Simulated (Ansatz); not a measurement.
## GaP: all-electron results

```
Ga P
1.0
     0.00000    2.72525    2.72525
     2.72525    0.00000    2.72525
     2.72525    2.72525    0.00000
Ga P
1 1
Direct
  0.00000 0.00000 0.00000
  0.75000 0.75000 0.75000
```

Atoms are numbered in the order listed.

Conventional cell: a = 5.451 Å, b = 5.451 Å, c = 5.451 Å, α = 90.00°, β = 90.00°, γ = 90.00°. Ga (atom 1) has 4 P at 2.36 Å as nearest neighbours. Around P (atom 2) lie 4 Ga at 2.36 Å.

The cell is COD entry 9008846, as deposited and not checked against the literature; nothing was relaxed.

All numbers are computed: DFT, PBE, all-electron LAPW, scalar-relativistic (Ansatz 0.2.0); DFT, PBE, PAW with Ansatz's default frozen-core files, scalar-relativistic (Ansatz 0.2.0).

For LAPW: a Γ-centred 10×10×10 k mesh, Fermi–Dirac smearing of 0.05 eV, basis error target 0.5 meV/atom, no spin polarisation. PAW takes a cutoff of 420 eV at this cell. The Ansatz runs share mesh, smearing and spin set-up. Values come from LAPW unless marked.

```
Pressure at this cell                                                                                                  : 2.48 GPa
Band gap                                                                                                               : 1.60 eV, indirect from Γ to the line Γ–X (-0.5, -0.5, 0)
Smallest direct gap on the path                                                                                        : 1.83 eV
Löwdin charges (with 0.05 e of the cell spilling out of the atomic basis, so their sizes and signs hang on that basis) : Ga1 0.10, P2 -0.05 e
Bader charges (from the PAW run)                                                                                       : Ga1 +0.84, P2 -0.84 e
Volume per atom                                                                                                        : 20.24 Å³
```
